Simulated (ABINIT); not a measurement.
Crystal: AgBr.

```
CELL_PARAMETERS angstrom
0.00000 2.87015 2.87015
2.87015 0.00000 2.87015
2.87015 2.87015 0.00000
ATOMIC_POSITIONS crystal
Ag 0.00000 0.00000 0.00000
Br 0.50000 0.50000 0.50000
```

Base run:

* Program: ABINIT 10.8.3 (patched build)
* Functional: SOGGA
* Potentials or basis: JTH PAW PBE v2.0
* Cutoff: 463 eV
* k mesh: 8 × 8 × 8
* Occupations: fermi-dirac, width 0.05 eV
* Spin: spin-orbit coupling, no magnetisation

Its results: band gap on the k mesh 0.39 eV, indirect (least direct gap 2.26 eV); pressure -2.5 GPa.

Q: After a change of settings the same cell gave: band gap on the k mesh 0.58 eV, indirect (least direct gap 2.42 eV); pressure 2.3 GPa. Which change was it?
A. functional from SOGGA to RPBE
B. functional from SOGGA to HCTH407; spin from spin-orbit coupling, no magnetisation to no spin polarisation
C. functional from SOGGA to revPBE; spin from spin-orbit coupling, no magnetisation to no spin polarisation
D. functional from SOGGA to PBE

A: D.

PBE binds less tightly than SOGGA, so the same cell stands under more pressure.

Caveats: the PAW data sets were made with another functional, which shifts forces and pressure a little (some runs).
